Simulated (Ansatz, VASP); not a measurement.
## TiC in VASP and in Ansatz

INCAR

```
  PREC = Accurate
  ENCUT = 520
  EDIFF = 1E-8
  ISMEAR = -1
  SIGMA = 0.03
  LREAL = False
  LASPH = True
  NELM = 60
  ALGO = Normal
  ISIF = 2
  LWAVE = False
  LCHARG = False
  GGA = PE
  LEFG = True
  NBANDS = 15
```

File KPOINTS:

```
Automatic mesh
0
Gamma
  16 16 16
```

Contents of POSCAR:

```
TiC
1.0
    0.0000000000      2.0990800000      2.1640000000
    2.0990800000      0.0000000000      2.1640000000
    2.0990800000      2.0990800000      0.0000000000
Ti C
1 1
Direct
    0.0000000000      0.0000000000      0.0000000000
    0.5000000000      0.5000000000      0.5000000000
```

Input for Ansatz:

```yaml
crystal:
  lattice:
    - [0.0, 2.09908, 2.164]
    - [2.09908, 0.0, 2.164]
    - [2.09908, 2.09908, 0.0]
  atoms:
    - { symbol: Ti, position: [0.0, 0.0, 0.0] }
    - { symbol: C, position: [0.5, 0.5, 0.5] }
kpoints:
  mp_grid: { grid: [16, 16, 16] }
scf:
  occupations: { method: fermi_dirac, width: 0.03 }
hamiltonian:
  xc: pbe
  pseudopotentials: { kind: all_electron, datasets: crystal }
output:
  forces: true
  stress: true
  eigenvalues: true
  efg: { contact_densities: true }
```

Change from the starting cell: equal xx and yy strain of -3 %, crystal datasets.

Alike in both runs: task electric field gradients; functional PBE; k mesh 16 × 16 × 16; occupations fermi-dirac, width 0.03 eV; no spin polarisation.

|  | VASP | Ansatz |
| --- | --- | --- |
| version | VASP 6.6.1 | Ansatz 0.2.0 |
| potentials or method | VASP PAW PBE potentials, release 64 (Ti_sv, C) | all-electron PAW with datasets made for the crystal, scalar-relativistic |
| plane-wave cutoff (eV) | 520 | see its input |

```csv
,VASP,Ansatz,Ansatz less VASP
pressure (GPa),19.0,18.8,-0.17
largest component of the traceless stress (GPa),10.02,9.99,-0.034
Vzz of the field gradient on the site that differs most (V/Å²),24.9,26.2,+1.22
```

Ansatz ran all-electron here, so the differences hold the error of VASP's frozen core and of both bases.

Caveats: so large a pressure means that the cell lies far from this level's equilibrium, or that cutoff or potentials fall short (VASP).
